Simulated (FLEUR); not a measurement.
ZnCu:

```
Zn Cu
1.0
     2.94500    0.00000    0.00000
     0.00000    2.94500    0.00000
     0.00000    0.00000    2.94500
Zn Cu
1 1
Direct
  0.50000 0.50000 0.50000
  0.00000 0.00000 0.00000
```

```yaml
Program: FLEUR MaX-R8.1 (later development tree)
Task: single point
Functional: PBE
Potentials_or_basis: all-electron
Basis: FLAPW
Kmax: 4.54 1/bohr
k_mesh: 9 × 9 × 9
Occupations: fermi-dirac, width 0.05 eV
Spin: no spin polarisation
Gmax: 14.1 1/bohr
Muffin-tin_radii: Zn 2.16, Cu 2.16 bohr
lmax: Zn 9, Cu 9
Local_orbitals_a_species: Zn 6, Cu 5
Max_iterations: 60
Mixing_factor: 0.05
Mixer: Anderson
Mixer_history: 15
Density_convergence: 1e-05 me/bohr^3
```

On this cell: largest force zero by symmetry; band gap on the k mesh none (metal or under the smearing width).

The same run follows on a disturbed copy (atoms moved at random, drawn with an rms of 0.05 Å):

```xyz
2
Lattice="2.9450 0.0000 0.0000 0.0000 2.9450 0.0000 0.0000 0.0000 2.9450" Properties=species:S:1:pos:R:3 pbc="T T T"
Zn    1.5052    1.4850    1.4586
Cu   -0.0672   -0.0266    0.0105
```

Q: What does the disturbed cell give?

A: The energy (extrapolated to zero smearing) moves by +14.8 meV/atom; largest force 0.542 eV/Å; band gap on the k mesh none (metal or under the smearing width).

Forces in eV/Å, atoms in the order of the input:
```
Zn  -0.489 -0.198  0.124
Cu   0.489  0.199 -0.124
```
